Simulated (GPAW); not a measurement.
Here is a GPAW 26.7.0 calculation.

File run.py:

```python
from ase import Atoms
from ase.dft.bandgap import bandgap
from ase.io import write
from ase.units import GPa
from gpaw import GPAW, PW, setup_paths

setup_paths.insert(0, '.')

atoms = Atoms(['Se', 'Zn'],
              cell=[[0.0, 2.8338, 2.8338],
                    [2.8338, 0.0, 2.8338],
                    [2.8338, 2.8338, 0.0]],
              scaled_positions=[[0.75, 0.75, 0.75],
                                [0.0, 0.0, 0.0]],
              pbc=True)

calc = GPAW(mode=PW(600),
            xc='PBEsol',
            kpts={'size': (8, 8, 8), 'gamma': True},
            occupations={'name': 'fermi-dirac', 'width': 0.05},
            nbands=18,
            convergence={'density': 1e-05, 'energy': 1e-05},
            maxiter=150,
            txt='gpaw.txt')
atoms.calc = calc
energy = atoms.get_potential_energy()
forces = atoms.get_forces()
stress = atoms.get_stress()
calc.write('gs.gpw')
write('result.traj', atoms)
print(f'Energy: {energy:.6f} eV')
print('Forces (eV/A):')
print(forces.round(4))
print('Stress (GPa):', (stress / GPa).round(3))
print('Fermi level:', round(calc.get_fermi_level(), 4), 'eV')
print(f'Gap: {bandgap(calc)[0]:.4f} eV, direct: {bandgap(calc, direct=True)[0]:.4f} eV')

path = atoms.cell.bandpath('GXWKGLUWLK,UX', npoints=100, eps=1e-4)
bs_calc = calc.fixed_density(kpts=path, symmetry='off', nbands=29,
                             convergence={'bands': 'CBM+6.0', 'eigenstates': 1e-6}, txt='bands.txt')
bs = bs_calc.band_structure()
bs.write('bs.json')
print(f'Gap on the path: {bandgap(bs_calc)[0]:.4f} eV')
```

Potentials or basis: PAW data sets generated in the run's folder for this functional, pw.

Launch:

```sh
$ gpaw-setup -f PBEsol Se Zn
$ OMP_NUM_THREADS=1 python run.py
```

(1) Predict the band gap on the k mesh.

(2) Predict the band gap along the path.

(3) What does it give for the pressure?

## Answers

(1) 1.18 eV, direct.

(2) 1.18 eV, direct.

(3) -1.2 GPa.

**The experiment to reproduce.**

“Alloy Disordering Effects on the Thermal Conductivity and Energy Gap Temperature Dependence of Cd1−xZnxSe Ternary Crystals Grown by the Bridgman Method”, 2023, pmc:10253836 reports, for a bulk crystal of ZnSe at 300 K: band gap 2.695 ± 0.003 eV (an exciton energy, a little under the gap).

Measured gap of ZnSe: 2.695 eV (an exciton energy, a little under the gap; 300 K; “Alloy Disordering Effects on the Thermal Conductivity and Energy Gap Temperature Dependence of Cd1−xZnxSe Ternary Crystals Grown by the Bridgman Method”, 2023, pmc:10253836). This calculation gives 1.18 eV (-1.52 eV). So large a miss can be the level of theory's own, or it may mean another phase, state or a wrong row. Spin-orbit coupling on Se is left out. The value is that of PBEsol, without temperature or zero-point motion. Semilocal functionals fall short of measured gaps as a rule.
